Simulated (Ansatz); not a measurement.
**Polymorphs of AlCo4**

Computed with DFT PBE, scalar-relativistic, plane waves, PAW (Ansatz 0.2.0). All cells share a 420 eV cutoff and Γ-centred k meshes spaced at most about 0.3 Å⁻¹ (about 0.25 or finer for metals, 2π included). Spin is collinear.

Formation energies are uncorrected and refer to the elements' standard structures at the same level.

These are static total energies at zero pressure. Only the structures computed here compete, so a lower one can exist. Another magnetic order may lie lower.

Invented guesses and database cells were relaxed alike, and ends that match in structure, energy and magnetic state were merged. ΔE counts from the first row. Coordination counts all near atoms (those within 1.25 times the shortest distance at each site; a plus sign parts nearer from farther groups; a slash parts the counts of unlike sites). The ends were matched against large subsets of the Crystallography Open Database and the Materials Project, so a missing match doesn't prove that a structure is unreported.

| # | reached from | type and space group | atoms | Å³/atom | coordination | ΔE (meV/atom) | gap on mesh (eV) | moments | in databases |
| --- | --- | --- | --- | --- | --- | --- | --- | --- | --- |
| 1 | a Materials Project cell | R-3m (No. 166) | 5 | 11.5 | Al 12, Co 12 | 0 | 0.00 | parallel, 1.6 μB | Materials Project |
| 2 | random cell | Cmmm (No. 65) | 5 | 13.1 | Al 6+4, Co 8/2+8 | 404 | 0.00 | parallel, 1.6 μB | no match |
| 3 | random cell | I4/mmm (No. 139) | 5 | 14.4 | Al 12, Co 4+3 | 479 | 0.00 | parallel, 1.5 μB | no match |
| 4 | random cell | Pmmm (No. 47) | 5 | 14.7 | Al 6, Co 6 | 760 | 0.00 | parallel, 1.7 μB | no match |

The lowest: Space group R-3m (No. 166), trigonal, a = 2.575 Å, c = 30.036 Å. Al has 6 Co at 2.53 Å and 6 Al at 2.58 Å; Co on its first site is surrounded by 9 Co at 2.46–2.58 Å and 3 Al at 2.53 Å; Co on its second site has 12 Co at 2.46–2.58 Å. Its energy over the elements is −0.03 eV/atom. The formation energy is too near zero to say whether this cell lies below the elements. Materials Project cells can be hypothetical, and an observed structure of this formula, if there is one, may be missing.

```cif
data_structure
_symmetry_space_group_name_H-M 'R-3m:H'
_symmetry_Int_Tables_number 166
_cell_length_a 2.5753
_cell_length_b 2.5753
_cell_length_c 30.0361
_cell_angle_alpha 90.000
_cell_angle_beta 90.000
_cell_angle_gamma 120.000
_cell_volume 172.52
loop_
_atom_site_label
_atom_site_type_symbol
_atom_site_symmetry_multiplicity
_atom_site_Wyckoff_symbol
_atom_site_fract_x
_atom_site_fract_y
_atom_site_fract_z
_atom_site_occupancy
Al1 Al 3 a 0.00000 0.00000 0.00000 1
Co1 Co 6 c 0.33333 0.66667 0.26527 1
Co2 Co 6 c 0.00000 0.00000 0.20022 1
```

The second: Space group Cmmm (No. 65), orthorhombic, a = 4.696 Å, b = 6.958 Å, c = 4.005 Å. Al is surrounded by 6 Co at 2.33–2.34 Å and 4 Co at 2.61 Å; Co on a site of symmetry m2m has 1 Co at 2.30 Å, 1 Al at 2.33 Å, 6 Co at 2.57–2.63 Å and 2 Al at 2.61 Å; Co on a site of symmetry 2mm has 1 Co at 2.26 Å, 2 Al at 2.34 Å, 1 Co at 2.43 Å and 4 Co at 2.57 Å. Counting all near atoms, the first has Al 12, Co 12 and the second has Al 6+4, Co 8/2+8. Cells relaxed within their symmetry can be saddle points. Some structure types and database cells were kept out of the candidates from the start, so a known form may be missing.
